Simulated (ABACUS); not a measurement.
The system is Rb.

```xyz
1
Lattice="-2.8025 2.8025 2.8025 2.8025 -2.8025 2.8025 2.8025 2.8025 -2.8025" Properties=species:S:1:pos:R:3 pbc="T T T"
Rb    0.0000    0.0000    0.0000
```

```yaml
Program: ABACUS 3.10.1
Task: single point
Functional: PBE
Potentials_or_basis: PseudoDojo NC SR 0.4.1 PBE standard
Cutoff: 639 eV
Density_cutoff: 2558 eV
Basis: plane waves
k_mesh: 7 × 7 × 7
Occupations: fermi-dirac, width 0.05 eV
Spin: no spin polarisation
```

On this cell: pressure 0.1 GPa; band gap on the k mesh none (metal or under the smearing width).

The same run follows on a disturbed copy (cell strained at random at fixed volume):

```
CELL_PARAMETERS angstrom
-2.92087 2.82641 2.71242
2.91628 -2.85910 2.74053
2.84329 2.78152 -2.74511
ATOMIC_POSITIONS crystal
Rb 0.00230 0.99471 0.99463
```

Question: What does the disturbed cell give?

Answer: The energy (extrapolated to zero smearing) moves by +0.1 meV/atom; pressure 0.1 GPa; band gap on the k mesh none (metal or under the smearing width).

Stress tensor (GPa, compression positive):
```
0.12 0.07 0.01
0.07 0.10 0.03
0.01 0.03 0.07
```
